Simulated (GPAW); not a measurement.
A run of GPAW 26.7.0 is set up as follows.

The input run.py:

```python
from ase.dft.bandgap import bandgap
from ase.io import read, write
from ase.units import Bohr, GPa
from gpaw import GPAW, PW
from gpaw.elf import elf_from_dft_calculation

atoms = read('POSCAR')

calc = GPAW(mode=PW(600),
            xc='PBE',
            kpts={'size': (7, 7, 7), 'gamma': True},
            occupations={'name': 'methfessel-paxton', 'order': 0, 'width': 0.018000000000000002},
            nbands=19,
            convergence={'density': 1e-05, 'energy': 1e-05},
            maxiter=150,
            txt='gpaw.txt')
atoms.calc = calc
energy = atoms.get_potential_energy()
forces = atoms.get_forces()
stress = atoms.get_stress()
calc.write('gs.gpw')
write('result.traj', atoms)
print(f'Energy: {energy:.6f} eV')
print('Forces (eV/A):')
print(forces.round(4))
print('Stress (GPa):', (stress / GPa).round(3))
print('Fermi level:', round(calc.get_fermi_level(), 4), 'eV')
print(f'Gap: {bandgap(calc)[0]:.4f} eV, direct: {bandgap(calc, direct=True)[0]:.4f} eV')

# fields on the real-space grid
write('density.cube', atoms, data=calc.get_pseudo_density() * Bohr**3)
write('potential.cube', atoms, data=calc.get_electrostatic_potential())
write('elf.cube', atoms, data=elf_from_dft_calculation(calc).data)
```

POSCAR

```
TePb
1.0
    4.0022870000      0.0000000000      0.0000000000
    0.0000000000      4.0022870000      0.0000000000
    0.0000000000      0.0000000000      4.0022870000
Pb Te
1 1
Direct
    0.0000000000      0.0000000000      0.0000000000
    0.5000000000      0.5000000000      0.5000000000
```

Potentials or basis: GPAW PAW data sets (gpaw-data 1.2.1), pw.

Command:

```sh
$ OMP_NUM_THREADS=1 python run.py
```

Question: Predict the band gap on the k mesh.

Answer: None (metal or under the smearing width).

Question: What does it give for the pressure?

Answer: -0.2 GPa.

Spin-orbit coupling is left out, which matters for the levels of Pb, Te.
